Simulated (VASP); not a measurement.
# InP (F-43m) in VASP: band structure with PBE

Aim: the band structure of InP with PBE.

Program: VASP 6.6.1. These are calculated values, not measurements. Logs are shortened: lines on timing, memory, paths and dates and some standing lists are left out, and cuts for length are marked.

### 1 The crystal as given

It takes space group F-43m (No. 216, cubic). The conventional cell has a = 5.861 Å, b = 5.861 Å, c = 5.861 Å, α = 90.00°, β = 90.00°, γ = 90.00°. In (site symmetry -43m) has 4 P at 2.54 Å as nearest neighbours. P (site symmetry -43m) is surrounded by 4 In at 2.54 Å.

### 2 Band structure, PBE, non-collinear spin, zero start, spin-orbit coupling

INCAR reads:

```
ALGO = Normal ; EDIFF = 1E-6
ENCUT = 520 ; GGA = PE
GGA_COMPAT = False ; ISIF = 2
ISMEAR = 0 ; LASPH = True
LCHARG = False ; LNONCOLLINEAR = True
LORBIT = 11 ; LREAL = False
LSORBIT = True ; LWAVE = False
MAGMOM = 0 0 0 0 0 0 ; NELM = 80
PREC = Accurate ; SIGMA = 0.02
```

KPOINTS reads:

```
k-points
0
Gamma
  10 10 10
```

POSCAR reads:

```
InP
1.0
    0.0000000000      2.9305000000      2.9305000000
    2.9305000000      0.0000000000      2.9305000000
    2.9305000000      2.9305000000      0.0000000000
In P
1 1
Direct
    0.0000000000      0.0000000000      0.0000000000
    0.2500000000      0.2500000000      0.2500000000
```

KPOINTS_OPT reads:

```
path GXWKGLUWLK,UX
10
line-mode
reciprocal
 0.0000000000  0.0000000000  0.0000000000  G
 0.5000000000  0.0000000000  0.5000000000  X

 0.5000000000  0.0000000000  0.5000000000  X
 0.5000000000  0.2500000000  0.7500000000  W

 0.5000000000  0.2500000000  0.7500000000  W
 0.3750000000  0.3750000000  0.7500000000  K

 0.3750000000  0.3750000000  0.7500000000  K
 0.0000000000  0.0000000000  0.0000000000  G

 0.0000000000  0.0000000000  0.0000000000  G
 0.5000000000  0.5000000000  0.5000000000  L

 0.5000000000  0.5000000000  0.5000000000  L
 0.6250000000  0.2500000000  0.6250000000  U

 0.6250000000  0.2500000000  0.6250000000  U
 0.5000000000  0.2500000000  0.7500000000  W

 0.5000000000  0.2500000000  0.7500000000  W
 0.5000000000  0.5000000000  0.5000000000  L

 0.5000000000  0.5000000000  0.5000000000  L
 0.3750000000  0.3750000000  0.7500000000  K

 0.6250000000  0.2500000000  0.6250000000  U
 0.5000000000  0.0000000000  0.5000000000  X
```

Potentials or basis: VASP PAW PBE potentials, release 64 (In_d, P).

The run is started by

```
$ cat potpaw_PBE.64/In_d/POTCAR potpaw_PBE.64/P/POTCAR > POTCAR
$ mpirun -np 1 vasp_ncl > vasp.out
```

OUTCAR:

```text
EDIFF = 1E-6
   ENCUT = 520
   GGA = PE
   ISIF = 2
   ISMEAR = 0
   LASPH = True
   LNONCOLLINEAR = True
   LORBIT = 11
   LREAL = False
   LSORBIT = True
   NELM = 80
   PREC = Accurate

 ion  position               nearest neighbor table
   1  0.000  0.000  0.000-   2 2.54   2 2.54   2 2.54   2 2.54
   2  0.250  0.250  0.250-   1 2.54   1 2.54   1 2.54   1 2.54

  LATTYP: Found a face centered cubic cell.
 ALAT       =     5.8610000000

  Lattice vectors:

 A1 = (   0.0000000000,   2.9305000000,   2.9305000000)
 A2 = (   2.9305000000,   0.0000000000,   2.9305000000)
 A3 = (   2.9305000000,   2.9305000000,   0.0000000000)

Analysis of symmetry for initial positions (statically):
=====================================================================
 Subroutine PRICEL returns:
 Original cell was already a primitive cell.

 Routine SETGRP: Setting up the symmetry group for a
 face centered cubic supercell.

 Subroutine GETGRP returns: Found 24 space group operations
 (whereof 24 operations were pure point group operations)
 out of a pool of 48 trial point group operations.

The static configuration has the point symmetry T_d .

Analysis of symmetry for dynamics (positions and initial velocities):
=====================================================================
 Subroutine PRICEL returns:
 Original cell was already a primitive cell.

 Routine SETGRP: Setting up the symmetry group for a
 face centered cubic supercell.

 Subroutine GETGRP returns: Found 24 space group operations
 (whereof 24 operations were pure point group operations)
 out of a pool of 48 trial point group operations.

The dynamic configuration has the point symmetry T_d .

Analysis of structural, dynamic, and magnetic symmetry:
=====================================================================
 Subroutine PRICEL returns:
 Original cell was already a primitive cell.

 Routine SETGRP: Setting up the symmetry group for a
 face centered cubic supercell.

 Subroutine GETGRP returns: Found 24 space group operations
 (whereof 24 operations were pure point group operations)
 out of a pool of 48 trial point group operations.

The overall configuration has the point symmetry T_d .

 Subroutine INISYM returns: Found 24 space group operations
 (whereof 24 operations are pure point group operations),
 and found     1 'primitive' translations

----------------------------------------------------------------------------------------

                                     Primitive cell

  volume of cell :      50.3333

  direct lattice vectors                    reciprocal lattice vectors
     0.000000000  2.930500000  2.930500000    -0.170619348  0.170619348  0.170619348
     2.930500000  0.000000000  2.930500000     0.170619348 -0.170619348  0.170619348
     2.930500000  2.930500000  0.000000000     0.170619348  0.170619348 -0.170619348

  length of vectors
     4.144352845  4.144352845  4.144352845     0.295521380  0.295521380  0.295521380

  position of ions in fractional coordinates (direct lattice)
     0.000000000  0.000000000  0.000000000
     0.250000000  0.250000000  0.250000000

  ion indices of the primitive-cell ions
   primitive index   ion index
                 1           1
                 2           2

----------------------------------------------------------------------------------------

 KPOINTS: k-points

Automatic generation of k-mesh.
 Grid dimensions read from file:
 generate k-points for:   10   10   10

 Generating k-lattice:

  Cartesian coordinates                     Fractional coordinates (reciprocal lattice)
    -0.017061935  0.017061935  0.017061935     0.100000000  0.000000000  0.000000000
[... 76 lines left out ...]
   IALGO  =     38    algorithm
   IMIX   =      4    mixing-type and parameters
     AMIX     =   0.40;   BMIX     =  1.00
     AMIX_MAG =   1.60;   BMIX_MAG =  1.00
  volume/ion in A,a.u.               =      25.17       169.83
  Fermi-wavevector in a.u.,A,eV,Ry     =   1.162021  2.195901 18.371846  1.350293
  Thomas-Fermi vector in A             =   2.298587
   LORBIT       =     11    0 simple, 1 ext, 2 COOP (PROOUT), +10 PAW based schemes
   GGA     = PE    functional components
   LHFCALC =     F    Hartree Fock is set to
   AEXX    =    0.0000 exact exchange contribution
   IVDW    =     0    specifies the selected vdW correction
   LEPSILON=     F    determine dielectric tensor
   LRPA    =     F    only Hartree local field effects (RPA)
 Gauss-broadening in eV      SIGMA  =   0.02
  energy-cutoff  :      520.00
  volume of cell :       50.33
 maximum number of plane-waves:      2760
   NGX = 15   NGY = 15   NGZ = 15

 number of electron      18.0000005 magnetization      -0.0000000      0.0000000     -0.0000000

 number of electron      18.0000005 magnetization      -0.0000000     -0.0000000     -0.0000000

 number of electron      18.0000005 magnetization       0.0000000      0.0000000      0.0000000

 Free energy of the ion-electron system (eV)
  ---------------------------------------------------
  ext. energy  EPLUGINS =         0.00000000
  ---------------------------------------------------
  free energy    TOTEN  =        -8.41854620 eV

  energy without entropy =       -8.41854620  energy(sigma->0) =       -8.41854620

 E-fermi :   5.3248     XC(G=0):  -9.2834

 val. band max:        5.2165275704   @ k =   0.0000   0.0000   0.0000
 cond. band min:       5.8998942816   @ k =   0.0000   0.0000   0.0000
 fundamental gap:      0.6833667112
 Fermi energy:         5.3247615469

 k-point     1 :       0.0000    0.0000    0.0000
  band No.  band energies     occupation
      1      -9.4455      1.00000
      2      -9.4455      1.00000
      3      -9.4455      1.00000
      4      -9.4455      1.00000
      5      -8.6653      1.00000
      6      -8.6653      1.00000
[... 685 lines left out ...]
     25      10.4775      0.00000
     26      10.5573      0.00000

 [... further k-points ...]

------------------------ aborting loop because EDIFF is reached ----------------------------------------

  FORCE on cell =-STRESS in cart. coord.  units (eV):
  Direction    XX          YY          ZZ          XY          YZ          ZX
  --------------------------------------------------------------------------------------
  -------------------------------------------------------------------------------------
  Total        1.0141044      1.0141044      1.0141044     -0.0000000      0.0000000      0.0000000
  in kB       32.2803385     32.2803385     32.2803385     -0.0000000      0.0000000      0.0000000
  external PRESSURE =      32.2803385 kB  Pullay stress =       0.0000000 kB

 VOLUME and BASIS-vectors are now :
 -----------------------------------------------------------------------------
  energy-cutoff  :      520.00
  volume of cell :       50.33
      direct lattice vectors                 reciprocal lattice vectors
     0.000000000  2.930500000  2.930500000    -0.170619348  0.170619348  0.170619348
     2.930500000  0.000000000  2.930500000     0.170619348 -0.170619348  0.170619348
     2.930500000  2.930500000  0.000000000     0.170619348  0.170619348 -0.170619348

 POSITION                                       TOTAL-FORCE (eV/Angst)
 -----------------------------------------------------------------------------------
      0.00000      0.00000      0.00000        -0.000000     -0.000000     -0.000000
      1.46525      1.46525      1.46525         0.000000      0.000000      0.000000
 -----------------------------------------------------------------------------------
    total drift:                                0.000000      0.000000      0.000000

  FREE ENERGIE OF THE ION-ELECTRON SYSTEM (eV)
  ---------------------------------------------------
  free  energy   TOTEN  =        -8.4185461981 eV

  energy  without entropy=       -8.4185461981  energy(sigma->0) =       -8.41854620

 Spin-Orbit-Coupling matrix elements

 Ion:    1  E_soc:     -0.0714890
 l=   1
     0.0000000    -0.0054144    -0.0054144
    -0.0054144     0.0000000    -0.0054144
    -0.0054144    -0.0054144     0.0000000
 l=   2
     0.0000000    -0.0013312     0.0000000    -0.0013312    -0.0051693
    -0.0013312     0.0000000    -0.0038769    -0.0013312    -0.0012923
     0.0000000    -0.0038769     0.0000000    -0.0038769     0.0000000
    -0.0013312    -0.0013312    -0.0038769     0.0000000    -0.0012923
    -0.0051693    -0.0012923     0.0000000    -0.0012923     0.0000000
 l=   3
     0.0000000     0.0000000     0.0000000     0.0000000     0.0000000     0.0000000     0.0000000
     0.0000000     0.0000000     0.0000000     0.0000000     0.0000000     0.0000000     0.0000000
     0.0000000     0.0000000     0.0000000     0.0000000     0.0000000     0.0000000     0.0000000
     0.0000000     0.0000000     0.0000000     0.0000000     0.0000000     0.0000000     0.0000000
     0.0000000     0.0000000     0.0000000     0.0000000     0.0000000     0.0000000     0.0000000
     0.0000000     0.0000000     0.0000000     0.0000000     0.0000000     0.0000000     0.0000000
     0.0000000     0.0000000     0.0000000     0.0000000     0.0000000     0.0000000     0.0000000

 Ion:    2  E_soc:     -0.0011257
 l=   1
     0.0000000    -0.0001876    -0.0001876
    -0.0001876     0.0000000    -0.0001876
    -0.0001876    -0.0001876     0.0000000
 l=   2
     0.0000000     0.0000000     0.0000000     0.0000000     0.0000000
     0.0000000     0.0000000     0.0000000     0.0000000     0.0000000
     0.0000000     0.0000000     0.0000000     0.0000000     0.0000000
     0.0000000     0.0000000     0.0000000     0.0000000     0.0000000
     0.0000000     0.0000000     0.0000000     0.0000000     0.0000000
 l=   3
     0.0000000     0.0000000     0.0000000     0.0000000     0.0000000     0.0000000     0.0000000
     0.0000000     0.0000000     0.0000000     0.0000000     0.0000000     0.0000000     0.0000000
     0.0000000     0.0000000     0.0000000     0.0000000     0.0000000     0.0000000     0.0000000
     0.0000000     0.0000000     0.0000000     0.0000000     0.0000000     0.0000000     0.0000000
     0.0000000     0.0000000     0.0000000     0.0000000     0.0000000     0.0000000     0.0000000
     0.0000000     0.0000000     0.0000000     0.0000000     0.0000000     0.0000000     0.0000000
     0.0000000     0.0000000     0.0000000     0.0000000     0.0000000     0.0000000     0.0000000

 total charge

# of ion       s       p       d       tot
------------------------------------------
    1        0.828   0.769   9.901  11.497
    2        1.030   1.497   0.000   2.527
--------------------------------------------------
tot          1.858   2.266   9.901  14.025

 magnetization (x)

# of ion       s       p       d       tot
------------------------------------------
    1        0.000   0.000  -0.000   0.000
    2        0.000   0.000   0.000   0.000
--------------------------------------------------
tot          0.000   0.000  -0.000   0.000

 magnetization (y)

# of ion       s       p       d       tot
------------------------------------------
    1       -0.000   0.000   0.000   0.000
    2        0.000   0.000   0.000   0.000
--------------------------------------------------
tot         -0.000   0.000   0.000   0.000

 magnetization (z)

# of ion       s       p       d       tot
------------------------------------------
    1       -0.000   0.000   0.000   0.000
    2        0.000   0.000   0.000   0.000
--------------------------------------------------
tot          0.000   0.000   0.000   0.000
```

Run time: 7.4 min. Hardware: 1 thread of Intel Xeon Platinum 8559C (Emerald Rapids), shared host; peak memory 0.4 GiB.

Results:

* Free energy: -8.4185 eV
* Pressure: 3.2 GPa
* Net moment: 0.00 μB per cell
* Valence electrons inside the program's atomic spheres: In 11.50; P 2.53

Moments on the atoms (μB; x, y, z):
```
In  0.00 0.00 0.00
P   0.00 0.00 0.00
```
